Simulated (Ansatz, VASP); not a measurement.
One calculation of CdS, two programs

```
CELL_PARAMETERS angstrom
0.00000 2.75324 2.75324
2.75324 0.00000 2.75324
2.75324 2.75324 0.00000
ATOMIC_POSITIONS crystal
Cd 0.00000 0.00000 0.00000
S 0.50000 0.50000 0.50000
```

Measurements of this composition are mostly on another form, of space group No. 186.

Alike in both runs: task band structure; functional PBEsol; k mesh 6 × 6 × 6; occupations fermi-dirac, width 0.05 eV; spin-orbit coupling, no magnetisation.

|  | VASP | Ansatz |
| --- | --- | --- |
| version | VASP 6.6.1 | Ansatz 0.2.0 |
| potentials or method | VASP PAW PBE potentials, release 64 (Cd, S) | Ansatz PAW |
| plane-wave cutoff (eV) | 520 | 420 |
| valence electrons in the cell | 18 | 26 |

|  | VASP | Ansatz | Ansatz less VASP |
| --- | --- | --- | --- |
| gap on the k mesh at the Fermi level (eV) | 0.13 | 0.13 | +0.005 |
| least direct gap on the mesh (eV) | 1.38 | 1.40 | +0.023 |
| gap along the band path (eV) | 0.13 | 0.13 | +0.005 |
| pressure (GPa) | -4.0 | -4.4 | -0.43 |

The two sets of potentials don't hold the same shells in valence.

Caveats: the PAW data sets were made with another functional, which shifts forces and pressure a little (VASP); the PAW data sets come from PBE, with cores solved anew for the run's functional, which leaves a small shift of forces and pressure (Ansatz).
